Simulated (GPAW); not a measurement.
## TiO2 (Anatase) in GPAW: convergence with response cutoff (eV)

Input of the first run (response cutoff (eV) 10); the others differ in this setting and in those tied to it:

run.py

```python
import numpy as np
import spglib
from ase import Atoms
from ase.dft.bandgap import bandgap
from ase.io import read, write
from gpaw import GPAW, PW
from gpaw.response.df import DielectricFunction

atoms = read('TiO2.cif')
cell, positions, numbers = spglib.find_primitive(
    (atoms.cell[:], atoms.get_scaled_positions(), atoms.numbers), symprec=1e-4)
atoms = Atoms(numbers, cell=cell, scaled_positions=positions, pbc=True)

calc = GPAW(mode=PW(650),
            xc='LDA',
            kpts={'size': (7, 7, 7), 'gamma': True},
            occupations={'name': 'fermi-dirac', 'width': 0.001},
            nbands=43,
            convergence={'density': 1e-06},
            maxiter=150,
            txt='gpaw.txt')
atoms.calc = calc
energy = atoms.get_potential_energy()
calc.write('gs.gpw')
write('result.traj', atoms)
print(f'Energy: {energy:.6f} eV')
print('Fermi level:', round(calc.get_fermi_level(), 4), 'eV')
print(f'Gap: {bandgap(calc)[0]:.4f} eV, direct: {bandgap(calc, direct=True)[0]:.4f} eV')

for size in [(5, 5, 5)]:
    name = 'x'.join(str(n) for n in size)
    dense = calc.fixed_density(kpts={'size': size, 'gamma': True},
                               nbands=102, convergence={'bands': 96, 'eigenstates': 1e-7},
                               update_fermi_level=True, txt=f'dense-{name}.txt')
    dense.write(f'{name}.gpw', mode='all')
    df = DielectricFunction(f'{name}.gpw', frequencies=np.array([0.0]), hilbert=False, eta=0.001,
                            ecut=10, nbands=96, intraband=False, txt=f'df-{name}.txt')
    for xc in ['RPA']:
        for direction in ['x', 'y', 'z', [0, 1, 1], [1, 0, 1], [1, 1, 0]]:
            e0, e = df.get_macroscopic_dielectric_constant(xc=xc, direction=direction)
            print(f'{name} {xc} {direction}: {e0:.4f} without, {e:.4f} with local fields')
```

File TiO2.cif:

```cif
data_TiO2
_cell_length_a 3.78420000
_cell_length_b 3.78420000
_cell_length_c 9.51460000
_cell_angle_alpha 90.00000000
_cell_angle_beta 90.00000000
_cell_angle_gamma 90.00000000
_space_group_name_H-M_alt 'I4_1/amd'
_space_group_name_Hall 'I 4bw 2bw -1bw'
_space_group_IT_number 141
loop_
_space_group_symop_operation_xyz
'x,y,z'
'-y,x+1/2,z+1/4'
'-x+1/2,-y+1/2,z+1/2'
'y+1/2,-x,z+3/4'
'x,-y+1/2,-z+1/4'
'-y,-x,-z'
'-x+1/2,y,-z+3/4'
'y+1/2,x+1/2,-z+1/2'
'-x,-y+1/2,-z+1/4'
'y,-x,-z'
'x+1/2,y,-z+3/4'
'-y+1/2,x+1/2,-z+1/2'
'-x,y,z'
'y,x+1/2,z+1/4'
'x+1/2,-y+1/2,z+1/2'
'-y+1/2,-x,z+3/4'
'x+1/2,y+1/2,z+1/2'
'-y+1/2,x,z+3/4'
'-x,-y,z'
'y,-x+1/2,z+1/4'
'x+1/2,-y,-z+3/4'
'-y+1/2,-x+1/2,-z+1/2'
'-x,y+1/2,-z+1/4'
'y,x,-z'
'-x+1/2,-y,-z+3/4'
'y+1/2,-x+1/2,-z+1/2'
'x,y+1/2,-z+1/4'
'-y,x,-z'
'-x+1/2,y+1/2,z+1/2'
'y+1/2,x,z+3/4'
'x,-y,z'
'-y,-x+1/2,z+1/4'
loop_
_atom_site_label
_atom_site_type_symbol
_atom_site_symmetry_multiplicity
_atom_site_Wyckoff_symbol
_atom_site_fract_x
_atom_site_fract_y
_atom_site_fract_z
_atom_site_occupancy
Ti1 Ti 4 a 0.0000000000 0.5000000000 0.2500000000 1
O1 O 8 e 0.5000000000 0.5000000000 0.2919000000 1
```

Potentials or basis: the program's PAW data sets (release 1.2.1) made for this functional, pw.

The run is started by

```bash
$ OMP_NUM_THREADS=1 python run.py
```

Hardware: 1 thread of Arm Neoverse V1, with other jobs on the host.

Problem. The values tried are 10, 20, 30, 50, 80, 120, 160, loosest first. From which on does the dielectric constant stay within 0.05 of the tightest run that finished?

Solution. From 120 on.

```
response cutoff (eV)  dielectric constant  SCF cycles  CPU time (s)  peak memory (GiB)
                  10                6.424          14           620               0.63
                  20                6.344          14           610               0.63
                  30                6.232          14           640               0.63
                  50                6.192          14           630               0.63
                  80                6.133          14           610               0.64
                 120                6.049          14           630               0.65
                 160                6.017          14           630               0.67
```

The tightest run that finished is the yardstick and may itself not be fully converged.

Caveat, for the tightest run too: the k mesh is coarse (spacing up to 0.47 Å⁻¹), so the values aren't converged; the long-wavelength limit can be off by several per cent where d states take part; an odd mesh through Γ misses points on the zone boundary, where band edges often lie.
